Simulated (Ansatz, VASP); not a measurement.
## BN: VASP beside Ansatz

File INCAR:

```
SYSTEM = BN
  PREC = Accurate
  ENCUT = 520
  EDIFF = 1E-6
  ISMEAR = 0
  SIGMA = 0.05
  LREAL = .FALSE.
  LASPH = .TRUE.
  NELM = 100
  ALGO = Normal
  ISIF = 2
  LWAVE = .FALSE.
  LCHARG = .FALSE.
  GGA = PE
  NBANDS = 11
```

KPOINTS

```
regular mesh
0
G
  12 12 12
  0 0 0
```

POSCAR

```
BN
1.0
    0.0000000000      1.5838022561      2.3757033842
    1.5838022561      0.0000000000      2.3757033842
    1.5838022561      1.5838022561      0.0000000000
B N
1 1
Direct
    0.0000000000      0.0000000000      0.0000000000
    0.7500000000      0.7500000000      0.7500000000
```

Input for Ansatz:

```yaml
crystal:
  lattice:
    - [0.0, 1.5838022561, 2.3757033842]
    - [1.5838022561, 0.0, 2.3757033842]
    - [1.5838022561, 1.5838022561, 0.0]
  atoms:
    - { symbol: B, position: [0.0, 0.0, 0.0] }
    - { symbol: "N", position: [0.75, 0.75, 0.75] }
basis:
  ecutwfc: 420
kpoints:
  mp_grid: { grid: [12, 12, 12] }
hamiltonian:
  xc: pbe
scf:
  occupations: { method: gaussian, width: 0.05 }
output:
  forces: true
  stress: true
  eigenvalues: true
```

Alike in both runs: task single point; functional PBE; k mesh 12 × 12 × 12; occupations gaussian, width 0.05 eV; no spin polarisation.

|  | VASP | Ansatz |
| --- | --- | --- |
| version | VASP 6.6.1 | Ansatz 0.2.0 |
| potentials or method | VASP PAW PBE potentials, release 64 (B, N) | scalar-relativistic, plane waves, PAW |
| plane-wave cutoff (eV) | 520 | 420 |
| valence electrons in the cell | 8 | 8 |

|  | VASP | Ansatz | Ansatz less VASP |
| --- | --- | --- | --- |
| gap on the k mesh at the Fermi level (eV) | none | none | - |
| pressure (GPa) | 7.8 | 7.7 | -0.06 |
| largest component of the traceless stress (GPa) | 243.77 | 243.88 | +0.104 |

A gap of «none» marks a metal or a gap that the smearing closes.
